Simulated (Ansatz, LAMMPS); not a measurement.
**Relaxing amorphous Al2O3 at 3.14 g/cm^3 (90 atoms)**

How does amorphous Al2O3 at 3.14 g/cm^3 (90 atoms) relax, and what do bonds, charges and levels look like afterwards?

Method: Kohn-Sham DFT, PBE, PAW (set soft_2), plane waves, in Ansatz 0.2.0.

**What experiment says.** The mean number of oxygen atoms around aluminium in anodized alumina glass was determined from the peak areas of a solid-state aluminium NMR spectrum (“Structure of alumina glass”, 2022, PMC8752723): number of O about Al 4.73.

This is a report of a sequence of runs, with most program output left out.

## 1. The starting structure

The cell holds 90 atoms: 36 Al and 54 O. Cell: a = 9.900 Å, b = 9.900 Å, c = 9.900 Å, α = 90.0°, β = 90.0°, γ = 90.0°. 90 atoms (36 Al, 54 O) placed at random at 3.14 g/cm³, melted at 5000 K for 10 ps at fixed volume with the Morse and Coulomb pair potential with partial charges (Pedone, Malavasi, Menziani, Cormack and Segre, J. Phys. Chem. B 110, 11780 (2006)). Quenched from 5000 K to 300 K at 50 K/ps and fixed volume, held 5 ps, then minimised at fixed cell. The density is one point of a scan and needn't be that of the real material.

Limits known from the start: The quench rate of 50 K/ps far exceeds what a furnace or splat quench reaches, so expect more defects and frozen-in strain than in a real sample. The network of bonds at the start is that of the classical potential that made the cell. Only the Γ point is sampled in the main run, in a cell whose shortest periodic width is 10 Å.

## 2. The classical run that made the cell

A classical potential makes the cell, at a small fraction of what the same run would cost in DFT.

This step: classical MD, Morse and Coulomb pair potential with partial charges (Pedone, Malavasi, Menziani, Cormack and Segre, J. Phys. Chem. B 110, 11780 (2006)) (LAMMPS 22 Jul 2025 - Update 4).

File in.lmp:

```
# melt-quench of Al36O54
units metal
atom_style charge
boundary p p p
region box block 0 9.8998 0 9.8998 0 9.8998
create_box 2 box
mass 1 26.9815   # Al
mass 2 15.9990   # O
create_atoms 1 random 36 35828 NULL overlap 1.5 maxtry 2000
create_atoms 2 random 54 35835 NULL overlap 1.5 maxtry 2000
pair_style hybrid/overlay pedone 5.5 coul/long 8.0
pair_coeff * * coul/long
pair_coeff 1 2 pedone 0.361581 1.900442 2.164818 0.9   # Al-O
pair_coeff 2 2 pedone 0.042395 1.379316 3.618701 22   # O-O
set type 1 charge 1.8
set type 2 charge -1.2
kspace_style pppm 1.0e-4
neigh_modify delay 0 every 1 check yes
thermo_style custom step time temp pe press density
thermo_modify norm yes
timestep 0.002
thermo 100
min_style cg
minimize 1e-4 1e-4 200 2000
reset_timestep 0
velocity all create 5000 35829 mom yes dist gaussian
fix lim all nve/limit 0.05
fix lan all langevin 5000 5000 0.2 35830 zero yes
thermo 500
run 1000 post no
unfix lim
unfix lan
thermo 833
fix md all nvt temp 5000 5000 0.2
run 5000 post no
unfix md
thermo 4700
fix md all nvt temp 5000 300 0.2
run 47000 post no
unfix md
thermo 1250
fix md all nvt temp 300 300 0.2
run 2500 post no
unfix md
thermo 100
min_style cg
minimize 0 1e-3 2000 20000
write_dump all custom glass.dump id type xs ys zs modify sort id
```

The run is started by

```console
$ lmp -in in.lmp -log none -nocite
```

It took 80 s on 1 thread of Intel Xeon at 2.80GHz (Skylake/Cascade Lake), shared host; peak memory 0.63 GiB.

## 3. Single point at the start

A single point comes first, to see the forces before anything moves.

File input.yaml:

```yaml
crystal:
  lattice:
    - [9.8998, 0.0, 0.0]
    - [0.0, 9.8998, 0.0]
    - [0.0, 0.0, 9.8998]
  atoms:
    - { symbol: Al, position: [0.18228, 0.42875, 0.71146] }
    - { symbol: Al, position: [0.57787, 0.97557, 0.76367] }
    - { symbol: Al, position: [0.25475, 0.78227, 0.91368] }
    - { symbol: Al, position: [0.25676, 0.21678, 0.4829] }
    - { symbol: Al, position: [0.91056, 0.34585, 0.18306] }
    - { symbol: Al, position: [0.42416, 0.23173, 0.80953] }
    - { symbol: Al, position: [0.45316, 0.92716, 0.45466] }
    - { symbol: Al, position: [0.02462, 0.6161, 0.29817] }
[... 78 atom lines left out ...]
    - { symbol: O, position: [0.74623, 0.33964, 0.13195] }
    - { symbol: O, position: [0.91542, 0.52058, 0.41938] }
    - { symbol: O, position: [0.56358, 0.57046, 0.03124] }
    - { symbol: O, position: [0.09812, 0.39771, 0.87197] }
kpoints:
  mp_grid: { grid: [1, 1, 1] }
hamiltonian:
  xc: pbe
scf:
  occupations: { method: fermi_dirac, width: 0.025 }
output:
  forces: true
```

The run is started by

```console
$ ansatz run input.yaml --threads 4 --pin off --max-ram 8192MiB --backend cpu --events-out ev --progress --plain --runs-dir out
```

Elapsed: 7.8 s, on 4 threads of Intel Xeon at 2.70GHz, shared host; peak memory 1.2 GiB; 26 s of CPU time.

Read from the output:

```
free energy            : -50114.9716 eV
free energy per atom   : -556.8330 eV/atom
SCF cycles             : 9
r.m.s. force component : 0.3842 eV/Å
longest force          : 1.537 eV/Å
Fermi energy           : 7.39 eV
```

The r.m.s. force component of 0.38 eV/Å sets the starting point.

Neighbours are counted within 2.27 Å (O-Al).

Length of the force by element and coordination:

```
element  coordination  atoms  mean length of the force (eV/Å)  spread   least   most
     Al           all     36                            0.495   0.184   0.118  0.865
     Al             4     26                            0.473   0.179   0.118  0.859
     Al             5     10                            0.553   0.182   0.182  0.865
      O           all     54                            0.660   0.341  0.0712   1.54
      O             2      9                            0.656   0.341   0.195   1.22
      O             3     44                            0.664   0.344  0.0712   1.54
      O             4      1                            0.558       0   0.558  0.558
```

## 4. Relaxation

The atoms are relaxed in the fixed cell, aiming at the force tolerance of the input.

input.yaml: that of step 3 with these lines changed.

```diff
@@ -15 +15,4 @@
   forces: true
+relax:
+  f_tol: 0.04
+  max_steps: 250
```

Wall time 37 s (4 threads); peak memory 1.2 GiB; 1.9 min of CPU time.

The steps of the relaxation:

| step | energy less that of the first step (eV) | largest force component (eV/Å) |
| --- | --- | --- |
| 1 | 0.0000 | 1.3171 |
| 2 | -0.6853 | 0.7922 |
| 3 | -1.3800 | 0.1677 |
| 4 | -1.4464 | 0.0511 |
| 5 | -1.4488 | 0.0067 |

The atoms that moved most (Å):

| atom | dx | dy | dz | length |
| --- | --- | --- | --- | --- |
| O67 | -0.033 | -0.250 | -0.128 | 0.283 |
| O86 | 0.216 | -0.025 | -0.109 | 0.243 |
| O45 | 0.175 | -0.144 | 0.051 | 0.232 |
| O80 | 0.218 | -0.062 | 0.025 | 0.228 |
| Al28 | -0.167 | -0.045 | -0.128 | 0.215 |
| O87 | -0.120 | 0.148 | 0.072 | 0.204 |
| O50 | 0.129 | 0.054 | 0.114 | 0.181 |
| O81 | -0.090 | 0.119 | -0.085 | 0.172 |

The relaxation changed the energy by -16.1 meV/atom, and atoms moved by 0.10 Å r.m.s., 0.28 Å at most.

## 5. Local order after relaxation

Bonds before and after, by the cutoffs listed below:

```csv
pair,bonds before,bonds after,mean before (Å),mean after (Å),spread before (Å),spread after (Å)
O-Al,154,158,1.821,1.837,0.084,0.076
```

Density 3.14 g/cm³, 10.78 Å³ an atom.

Pair distribution functions g(r), in bins of 0.2 Å:

```
r (Å)  total   O-O  O-Al  Al-Al
 1.70   1.65  0.00  3.44   0.00
 1.90   2.75  0.00  5.73   0.00
 2.10   0.09  0.00  0.18   0.00
 2.30   0.03  0.00  0.07   0.00
 2.50   0.32  0.76  0.09   0.00
 2.70   1.26  2.79  0.27   0.80
 2.90   1.42  3.08  0.28   1.06
 3.10   1.56  1.97  0.57   3.57
 3.30   1.03  0.76  0.80   2.30
 3.50   0.93  0.43  1.19   1.27
 3.70   1.01  0.74  1.40   0.48
 3.90   0.90  0.45  1.34   0.59
 4.10   0.92  0.42  1.39   0.60
 4.30   1.08  0.56  1.50   1.00
 4.50   1.03  0.68  1.37   0.77
 4.70   0.98  1.17  0.97   0.60
```

Bonds by pair of elements; cutoffs follow the first minimum of g(r), held within bounds set by covalent radii, and pairs that aren't listed don't count as bonded:

| pair A-B | cutoff (Å) | bonds | mean length (Å) | spread (Å) | shortest (Å) | B about A | A about B |
| --- | --- | --- | --- | --- | --- | --- | --- |
| O-Al | 2.27 | 158 | 1.84 | 0.076 | 1.71 | 2.93 | 4.39 |

How many atoms have how many bonded neighbours:

| element | mean | 2 | 3 | 4 | 5 | 6 |
| --- | --- | --- | --- | --- | --- | --- |
| Al | 4.39 | 0 | 0 | 23 | 12 | 1 |
| O | 2.93 | 5 | 48 | 1 | 0 | 0 |

Bond angles, per cent of each kind in bins of 5°:

```csv
angle (°),O-Al-O,Al-O-Al
70–75,0.4,0.0
75–80,1.1,0.0
80–85,8.1,0.0
85–90,9.5,3.2
90–95,7.7,4.5
95–100,9.2,10.3
100–105,13.6,3.9
105–110,13.9,2.6
110–115,9.2,14.8
115–120,9.9,13.5
120–125,4.8,16.1
125–130,2.6,9.0
130–135,1.5,7.1
135–140,0.7,7.1
140–145,0.0,3.2
145–150,0.7,1.3
150–155,1.8,1.3
155–160,1.8,0.0
160–165,0.0,0.0
165–170,2.2,0.0
170–175,0.7,1.9
175–180,0.7,0.0
```

Bond angles (no mean is given where the spread exceeds 20°):

| angle | count | mean (°) | spread (°) |
| --- | --- | --- | --- |
| O-Al-O | 273 | - | - |
| Al-O-Al | 155 | 119 | 16.6 |

Oxygen atoms by the number of network formers (Si, P, Ge, B, Al, As, Ga) bound to them:

```csv
network formers bound to O,O atoms,per cent
0,0,0
1,0,0
2,5,9.3
3,48,88.9
4,1,1.9
```

Network units: each former by its oxygen neighbours and how many of them bridge to another former:

```
former  O neighbours  bridging O  atoms
    Al             4           4     23
    Al             5           5     12
    Al             6           6      1
```

Bond length by coordination (bonds to H left out):

```csv
element,coordination,atoms,mean bond length (Å)
Al,4,23,1.79
Al,5,12,1.89
Al,6,1,1.95
O,2,5,1.75
O,3,48,1.84
O,4,1,1.92
```

Rings of the network by King's shortest-path rule, up to 12 atoms, one path for each pair of neighbours; H, halogens, alkali and alkaline-earth atoms are left out, and the last column divides by all other atoms, bonded or not:

```
ring size (atoms)  rings  per network atom
                4     14             0.156
                6     36               0.4
                8     88             0.978
               10     19             0.211
               12      2             0.022
```

For some of the pairs, g(r) has its first main peak near 2.9 Å (O-O), 1.8 Å (O-Al) and 3.2 Å (Al-Al). Counting bonds as in the table, 64 % of Al atoms have 4 and 89 % of O atoms have 3 bonded neighbours. 9 % of the oxygens bridge two formers (Al) and 0 % are non-bridging; 89 % join three; 2 % join four. The commonest Al unit has 4 oxygens, 4 of them shared with other formers (23 of 36 atoms). Bonds at O atoms with 2 neighbours average 1.75 Å, against 1.84 Å at those with 3. Rings of 8 atoms are the most common (55 % of those counted); sizes run from 4 to 12, where the search stops.

## 6. Single point at the relaxed geometry

The electronic structure is read at the final geometry, in a run of its own.

File input.yaml:

```yaml
crystal:
  lattice:
    - [9.8998, 0.0, 0.0]
    - [0.0, 9.8998, 0.0]
    - [0.0, 0.0, 9.8998]
  atoms:
    - { symbol: Al, position: [0.1759, 0.42719, 0.71271] }
    - { symbol: Al, position: [0.57029, 0.97114, 0.76222] }
    - { symbol: Al, position: [0.25463, 0.78098, 0.91822] }
    - { symbol: Al, position: [0.25794, 0.22233, 0.47993] }
    - { symbol: Al, position: [0.90677, 0.34926, 0.18481] }
    - { symbol: Al, position: [0.421, 0.23919, 0.80739] }
    - { symbol: Al, position: [0.45542, 0.92674, 0.45287] }
    - { symbol: Al, position: [0.02734, 0.62421, 0.29301] }
[... 78 atom lines left out ...]
    - { symbol: O, position: [0.73411, 0.35459, 0.13925] }
    - { symbol: O, position: [0.92339, 0.52606, 0.42065] }
    - { symbol: O, position: [0.56456, 0.56777, 0.02937] }
    - { symbol: O, position: [0.08929, 0.39846, 0.87404] }
kpoints:
  mp_grid: { grid: [1, 1, 1] }
hamiltonian:
  xc: pbe
scf:
  occupations: { method: fermi_dirac, width: 0.025 }
output:
  forces: true
  stress: true
  populations: true
  dos:
    method: { smearing: { sigma: 0.08 } }
    de: 0.05
    projected: { site_lists: { Al: [Al], O: [O] } }
  eigenvalues: true
  write_density: true
  write_potential: true
  volumetric_format: npy
```

Run time: 17 s. Hardware: 4 threads; peak memory 1.2 GiB; 56 s of CPU time.

Read from the output:

- free energy: -50116.4204 eV
- free energy per atom: -556.8491 eV/atom
- SCF cycles: 9
- pressure: -1.013 GPa
- r.m.s. force component: 0.00209 eV/Å
- longest force: 0.0115 eV/Å
- Fermi energy: 7.296 eV
- gap (highest filled to lowest empty level): 3.459 eV
- spilling of the projection: 0.008227

Löwdin charges by element and coordination (they lack the spilled electrons, 0.039 e an atom on average):

```csv
element,coordination,atoms,mean charge (e),spread,least,most
Al,all,36,1.34,0.022,1.28,1.38
Al,4,23,1.36,0.0102,1.34,1.38
Al,5,12,1.32,0.0133,1.30,1.34
Al,6,1,1.28,0,1.28,1.28
O,all,54,-0.831,0.0123,-0.867,-0.799
O,2,5,-0.852,0.0121,-0.867,-0.834
O,3,48,-0.829,0.0091,-0.848,-0.802
O,4,1,-0.799,0,-0.799,-0.799
```

States in the cell by windows of 1 eV, zero at the Fermi level; the larger projections on atomic orbitals stand beside the total:

| from (eV) | to (eV) | total | O p | Al p | Al s |
| --- | --- | --- | --- | --- | --- |
| -18 | -17 | 4.4 | 0.0 | 0.6 | 0.2 |
| -17 | -9 | 0.0 | 0.0 | 0.0 | 0.0 |
| -9 | -8 | 17.9 | 13.3 | 1.1 | 3.2 |
| -8 | -7 | 34.5 | 26.0 | 3.2 | 4.3 |
| -7 | -6 | 49.6 | 38.9 | 6.8 | 2.4 |
| -6 | -5 | 50.4 | 42.3 | 5.8 | 1.0 |
| -5 | -4 | 63.7 | 57.3 | 4.5 | 0.5 |
| -4 | -3 | 61.1 | 57.7 | 1.9 | 0.2 |
| -3 | -2 | 42.5 | 40.8 | 0.8 | 0.1 |
| -2 | -1 | 4.5 | 4.3 | 0.1 | 0.0 |
| -1 | 1 | 0.0 | 0.0 | 0.0 | 0.0 |
| 1 | 2 | 2.0 | 0.0 | 0.1 | 1.2 |
| 2 | 3 | 0.0 | 0.0 | 0.0 | 0.0 |
| 3 | 4 | 4.8 | 0.8 | 1.8 | 1.0 |
| 4 | 5 | 13.4 | 2.1 | 5.6 | 2.6 |

Between -21 and -18 eV lie 104 more states.

The levels nearest the highest filled one (over half full), pooled over k-points and spins:

```
level less the highest filled one (eV)  occupation
                                -0.607           2
                                -0.571           2
                                -0.424           2
                                -0.276           2
                                -0.223           2
                                     0           2
                                  3.46           0
                                  5.54           0
                                  5.60           0
                                  5.75           0
                                  5.87           0
                                  5.92           0
```

Valence density in the bc plane at fractional x = 0.097, with atoms of Al and O within 0.2 Å of it. It is the smooth field of the valence electrons, not physical close to the nuclei.

Ten steps, logarithmic in the rise over the least value, from '_' (0.0 e/Å³) to '@' (6.8 e/Å³), each cell a mean:
```
______..........::--======--..::==**%%@@##++::..________
____....::..__..--++##%%##++--::==##@@@@%%++--....______
....::----::..::==**@@@@%%**--::--++##%%##==::..........
..::--====--::::--**%%@@%%++::....--======::....::::::::
::::======--::..::==++**++--::..__..............::----::
::::------::......::------::....::....________....::::::
....::::::........::::::..::::--====--..________........
..::::........::--==--::::::==++####++--..____________..
::----::....::==**##**==::::==**%%##**--::..__________..
--====--....--**@@@@%%++--::--++****==------::::..__..::
==++++--::..--**%%@@%%++::....::--------++****==::..::--
======--....::==****++--..____....::::++##@@%%**==::..::
::--::::..__..::::--::..____........::++%%@@@@##==::....
::::..________......______..::::--::::--**####++--......
----::..______....________..--====--::::--------::::::--
**++--::............______..--====--::::::::......::==**
@@%%++--....::::::..______..::------::------::....--**%%
@@%%**--::..::::::..______..::::::::--==****++--::--**@@
##**++--....::::....____..::::::::::--**%%%%##++----++##
==----::..::----::..__..::------::::--**%%@@##++--::----
......::::======--......::--==--::..::==****++==::......
____..::--==++++--::....::------::....::------::..______
____..::::======--::......::....::::::::::....__________
____....::------::::..::::......::==++++==--..__________
```
Columns run along b (9.9 Å), rows up along c (9.9 Å). Atoms in or near the plane, at fractional coordinates: Al at (0.22, 0.93), Al at (0.94, 0.45), Al at (0.52, 0.01), O at (0.01, 0.28), O at (0.68, 0.93), O at (0.77, 0.48), O at (0.32, 0.58), O at (0.40, 0.87).

Electrostatic potential energy in the bc plane at fractional x = 0.097, with atoms of Al and O within 0.2 Å of it. With pseudopotentials it is smooth inside the atoms' cores, unlike the true potential.

Values in eV, 13 rows by 16 columns, each cell a mean:
```
 11   7  -6  -4  -7   0  -5  -7  -6  -5 -25 -25   5   9  11  12
  9   6  -3  -7  -6 -11 -31 -12   7   8  -6  -8   7   9  11  11
 -3  -3   3   6   7   5  -7   1   9  11  11  11  10  11  11   7
-10 -10   2  10  10   5  -5  -5   5   6   9  11  11  12  10   2
  0   1   8  11   4  -7   0   2   4 -20  -3   8  10  11  10   6
  5   8  11  11 -14 -30  -1  10  10   5   5   5   1   8   5   3
 -4   8  10  10   7   3   9  11  11   9   7 -10 -31 -11  -7  -6
 -5   7   9  10  10  11  11  11  11   8   7   5  -4   1  -8  -5
-13   6   7   9  11  12  11  11   7  -2  -5   4   9   8   3  -9
-29  -6  -6  -3   7  11  11  11   7  -4  -6  -3  -2   7   6 -18
  2  -4  -9  -8   4  10  11  10   8   7   6 -16 -24   1   2   4
  9   5  -1   0   6  10   8   2  -2   3   9   9   7   7   6   8
 11   9   4  -2   1   7   4  -8  -2  -7   5   8  10  10  10  10
```
Columns run along b (9.9 Å; values clipped at the 3rd and 97th percentile), rows up along c (9.9 Å). Atoms in or near the plane, at fractional coordinates: Al at (0.22, 0.93), Al at (0.94, 0.45), Al at (0.52, 0.01), O at (0.01, 0.28), O at (0.68, 0.93), O at (0.77, 0.48), O at (0.32, 0.58), O at (0.40, 0.87).

Mean Löwdin charges: Al +1.34, O -0.83 e (they miss 0.82 % of the electrons, so they add up to more than the cell's charge). The largest share in the top eV of filled states is O p (97 % of the projected weight), and in the lowest eV of empty states Al s (63 % of the projected weight).

A closer look about O87, which has 2 bonded neighbours where the commonest count for O is 3: 8 atoms, nearest first, numbered in the order of the input, with positions taken from that point.

```csv
atom,x,y,z,distance (Å),bonds,Löwdin charge (e)
O87,0.00,0.00,0.00,0.00,2,-0.83
Al5,1.71,-0.05,0.45,1.77,4,1.36
Al30,-0.66,-0.75,-1.46,1.77,4,1.35
Al34,-1.69,1.53,0.62,2.37,4,1.36
O54,-2.51,0.02,1.13,2.76,3,-0.83
O77,0.36,-0.17,-2.85,2.88,3,-0.84
O89,-1.68,2.11,-1.09,2.91,3,-0.84
O56,1.88,-0.86,2.10,2.94,3,-0.82
```

The column of bonds counts only the pairs O-Al within 2.27 Å; other neighbours, such as metal atoms beside each other in a compound, aren't counted, and periodic images can show an atom twice.

## 7. K-mesh 2×2×2

Large cells are often run on few k-points; this run checks whether the reference had enough.

input.yaml: that of step 6 with these lines changed.

```diff
@@ -8,3 +8,3 @@
 kpoints:
-  mp_grid: { grid: [1, 1, 1] }
+  mp_grid: { grid: [2, 2, 2] }
 hamiltonian:
@@ -22,4 +22 @@
   eigenvalues: true
-  write_density: true
-  write_potential: true
-  volumetric_format: npy
```

Run time: 2 min. Hardware: 4 threads; peak memory 5.9 GiB.

Geometry and reference: those of the single point at the relaxed geometry.

Forces differ from those of the single point at the relaxed geometry by 6.1 meV/Å r.m.s.; the energy by -2.3 meV/atom, the pressure by +0.051 GPa and the gap by -0.016 eV. It took 2 min and 9 cycles; the reference's time can't be set against it, since the two runs asked for unlike analyses.

[end of part 1 of 2]

[Logs are printed without paths, hosts, clocks, repeated set-up lines and the standing remarks that a program may print on its own settings, such as how far it seeks lower states.]

[Hosts, paths, dates, database ids (printed as entryN), source tags and the programs' standing remarks are cut or masked in the printed files.]
